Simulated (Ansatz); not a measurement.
Seebeck coefficient (μV/K, mean over directions) of n-type GeTe (R3m) against carrier density, PBEsol with spin-orbit coupling, rigid bands in Ansatz (a first-principles code). Computed gap 0.28 eV; densities at which minority carriers matter at this gap, or further valleys turn the trend, are left out. Conductivity mass 0.142 mₑ (harmonic mean over directions), N_c = 7.6e18 cm⁻³ at 300 K.

```
electron density  300 K
----------------  -----
1e18 cm⁻³          -428
3e18 cm⁻³           ___
1e19 cm⁻³          -252
3e19 cm⁻³           ___
1e20 cm⁻³           ___
3e20 cm⁻³          -103
1e21 cm⁻³           -76
```

### Question
Some entries are withheld; supply them.

### Answer

- 3e18 cm⁻³, 300 K: -339
- 3e19 cm⁻³, 300 K: -188
- 1e20 cm⁻³, 300 K: -134

Rigid bands with a gap fixed in temperature, one relaxation time for all states, no polarons or phonon drag, and whether or not such doping can be reached.
